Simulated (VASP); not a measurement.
Here is a VASP 6.6.1 calculation.

File INCAR:

```
PREC = Accurate ; ENCUT = 520
EDIFF = 1E-6 ; ISMEAR = 1
SIGMA = 0.1 ; LREAL = F
LASPH = T ; NELM = 80
ALGO = Fast ; ISIF = 2
LWAVE = F ; LCHARG = F
GGA = PE ; IVDW = 12
NBANDS = 22 ; ICORELEVEL = 1
```

KPOINTS

```
regular mesh
0
Gamma
  12 12 10
```

POSCAR

```
Bi                                      
1.0
    2.2656626712      1.3080809576      3.8879168449
   -2.2656626712      1.3080809576      3.8879168449
    0.0000000000     -2.6161619055      3.8879168449
  Bi            
     2
Direct
     0.2372661059115935    0.2372661059115935    0.2372661059115934
     0.7627338940884066    0.7627338940884066    0.7627338940884066
```

KPOINTS_OPT

```
explicit points
98
Reciprocal
 0.0000000000  0.0000000000  0.0000000000 1
 0.0555555556  0.0000000000  0.0000000000 1
 0.1111111111  0.0000000000  0.0000000000 1
 0.1666666667  0.0000000000  0.0000000000 1
 0.2222222222  0.0000000000  0.0000000000 1
 0.2777777778  0.0000000000  0.0000000000 1
 0.3333333333  0.0000000000  0.0000000000 1
 0.3888888889  0.0000000000  0.0000000000 1
 0.4444444444  0.0000000000  0.0000000000 1
 0.5000000000  0.0000000000  0.0000000000 1
 0.5000000000  0.0000000000  0.0000000000 1
 0.5000000000  0.0267048277 -0.0267048277 1
 0.5000000000  0.0534096555 -0.0534096555 1
 0.5000000000  0.0801144832 -0.0801144832 1
 0.5000000000  0.1068193110 -0.1068193110 1
 0.5000000000  0.1335241387 -0.1335241387 1
 0.5000000000  0.1602289665 -0.1602289665 1
 0.5000000000  0.1869337942 -0.1869337942 1
 0.5000000000  0.2136386220 -0.2136386220 1
 0.5000000000  0.2403434497 -0.2403434497 1
 0.7596565503  0.5000000000  0.2403434497 1
 0.7308058225  0.5000000000  0.2691941775 1
 0.7019550947  0.5000000000  0.2980449053 1
 0.6731043669  0.5000000000  0.3268956331 1
 0.6442536391  0.5000000000  0.3557463609 1
 0.6154029112  0.5000000000  0.3845970888 1
 0.5865521834  0.5000000000  0.4134478166 1
 0.5577014556  0.5000000000  0.4422985444 1
 0.5288507278  0.5000000000  0.4711492722 1
 0.5000000000  0.5000000000  0.5000000000 1
 0.5000000000  0.5000000000  0.5000000000 1
 0.4444444444  0.4444444444  0.4444444444 1
 0.3888888889  0.3888888889  0.3888888889 1
 0.3333333333  0.3333333333  0.3333333333 1
 0.2777777778  0.2777777778  0.2777777778 1
 0.2222222222  0.2222222222  0.2222222222 1
 0.1666666667  0.1666666667  0.1666666667 1
 0.1111111111  0.1111111111  0.1111111111 1
 0.0555555556  0.0555555556  0.0555555556 1
 0.0000000000  0.0000000000  0.0000000000 1
 0.0000000000  0.0000000000  0.0000000000 1
 0.0411301916  0.0000000000 -0.0411301916 1
 0.0822603833  0.0000000000 -0.0822603833 1
 0.1233905749  0.0000000000 -0.1233905749 1
 0.1645207666  0.0000000000 -0.1645207666 1
 0.2056509582  0.0000000000 -0.2056509582 1
 0.2467811499  0.0000000000 -0.2467811499 1
 0.2879113415  0.0000000000 -0.2879113415 1
 0.3290415332  0.0000000000 -0.3290415332 1
 0.3701717248  0.0000000000 -0.3701717248 1
 0.6298282752  0.3701717248  0.0000000000 1
 0.6154029113  0.3845970887  0.0000000000 1
 0.6009775474  0.3990224526  0.0000000000 1
 0.5865521835  0.4134478165  0.0000000000 1
 0.5721268196  0.4278731804  0.0000000000 1
 0.5577014556  0.4422985444  0.0000000000 1
 0.5432760917  0.4567239083  0.0000000000 1
 0.5288507278  0.4711492722  0.0000000000 1
 0.5144253639  0.4855746361  0.0000000000 1
 0.5000000000  0.5000000000  0.0000000000 1
 0.5000000000  0.5000000000  0.0000000000 1
 0.5144253639  0.5144253639  0.0267048277 1
 0.5288507278  0.5288507278  0.0534096555 1
 0.5432760917  0.5432760917  0.0801144832 1
 0.5577014556  0.5577014556  0.1068193110 1
 0.5721268196  0.5721268196  0.1335241387 1
 0.5865521835  0.5865521835  0.1602289665 1
 0.6009775474  0.6009775474  0.1869337942 1
 0.6154029113  0.6154029113  0.2136386220 1
 0.6298282752  0.6298282752  0.2403434497 1
 0.6298282752  0.6298282752  0.2403434497 1
 0.6154029113  0.6154029113  0.2691941775 1
 0.6009775474  0.6009775474  0.2980449053 1
 0.5865521835  0.5865521835  0.3268956331 1
 0.5721268196  0.5721268196  0.3557463609 1
 0.5577014556  0.5577014556  0.3845970888 1
 0.5432760917  0.5432760917  0.4134478166 1
 0.5288507278  0.5288507278  0.4422985444 1
 0.5144253639  0.5144253639  0.4711492722 1
 0.5000000000  0.5000000000  0.5000000000 1
 0.5000000000  0.0000000000  0.0000000000 1
 0.5288507278  0.0411301916  0.0411301916 1
 0.5577014556  0.0822603833  0.0822603833 1
 0.5865521834  0.1233905749  0.1233905749 1
 0.6154029112  0.1645207666  0.1645207666 1
 0.6442536391  0.2056509582  0.2056509582 1
 0.6731043669  0.2467811499  0.2467811499 1
 0.7019550947  0.2879113415  0.2879113415 1
 0.7308058225  0.3290415332  0.3290415332 1
 0.7596565503  0.3701717248  0.3701717248 1
 0.0000000000  0.0000000000  0.0000000000 1
 0.7596565503  0.5000000000  0.2403434497 1
 0.5000000000  0.2403434497 -0.2403434497 1
 0.5000000000  0.5000000000  0.0000000000 1
 0.5000000000  0.0000000000  0.0000000000 1
 0.7596565503  0.3701717248  0.3701717248 1
 0.6298282752  0.6298282752  0.2403434497 1
 0.6298282752  0.3701717248  0.0000000000 1
```

Potentials or basis: VASP PAW PBE potentials, release 64 (Bi_d).

Command:

```sh
$ cat potpaw_PBE.64/Bi_d/POTCAR > POTCAR
$ mpirun -np 1 vasp_std > vasp.out
```

Problem. What does it give for the pressure?

Solution. 0.0 GPa.

Problem. Predict the dispersion energy per atom.

Solution. -0.462 eV.

Problem. What does it give for the band gap along the path?

Solution. None (metal or under the smearing width).

Core levels (eV, on the scale of the bands):
```csv
atom,levels
1 Bi,"1s -90628.9, 2s -16271.6, 2p -13912.0, 3s -3919.6, 3p -3245.8, 3d -2570.7, 4s -891.3, 4p -670.6, 4d -418.9, 4f -141.7, 5s -146.8, 5p -84.9"
2 Bi,"1s -90628.9, 2s -16271.6, 2p -13912.0, 3s -3919.6, 3p -3245.8, 3d -2570.7, 4s -891.3, 4p -670.6, 4d -418.9, 4f -141.7, 5s -146.8, 5p -84.9"
```

Caveat: spin-orbit coupling is left out, which moves the levels of the heavy elements; pairwise dispersion overbinds metals, which lowers pressure and volume.
